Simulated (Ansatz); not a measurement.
# CdHg2Te3 (P6_3mc)

Method: DFT PBE, scalar-relativistic, plane waves, PAW in Ansatz 0.2.0.

Settings: cutoff 420 eV, Γ-centred mesh 12×12×2 on the computed 12-atom cell, Gaussian smearing of 0.10 eV; no spin polarisation.

The structure is relaxed at this level of theory with its symmetry kept, and needn't be the ground state of this composition.

```cif
data_structure
_symmetry_space_group_name_H-M 'P6_3mc'
_symmetry_Int_Tables_number 186
_cell_length_a 4.6912
_cell_length_b 4.6912
_cell_length_c 23.0800
_cell_angle_alpha 90.000
_cell_angle_beta 90.000
_cell_angle_gamma 120.000
_cell_volume 439.88
loop_
_atom_site_label
_atom_site_type_symbol
_atom_site_symmetry_multiplicity
_atom_site_Wyckoff_symbol
_atom_site_fract_x
_atom_site_fract_y
_atom_site_fract_z
_atom_site_occupancy
Cd1 Cd 2 b 0.33333 0.66667 0.99983 1
Hg1 Hg 2 b 0.33333 0.66667 0.33358 1
Hg2 Hg 2 b 0.33333 0.66667 0.66656 1
Te1 Te 2 b 0.33333 0.66667 0.12461 1
Te2 Te 2 b 0.33333 0.66667 0.45881 1
Te3 Te 2 b 0.33333 0.66667 0.79160 1
```

- Space group: P6_3mc (No. 186)
- Volume per atom: 36.66 Å³
- Formation energy from the elements' standard states (uncorrected): -0.262 eV/atom
- Kohn–Sham band gap: zero, with almost no states at the Fermi level
- Density of states at the Fermi level: 0.0 states/eV per cell
- Orbital (Löwdin) character within 0.5 eV of the Fermi level: Te 5p 88 %

Spin-orbit coupling is left out, which matters for the bands of heavy elements.

The cell was found from a structure generator's guess, not taken from experiment. Löwdin shares on free-atom orbitals overweight diffuse shells.
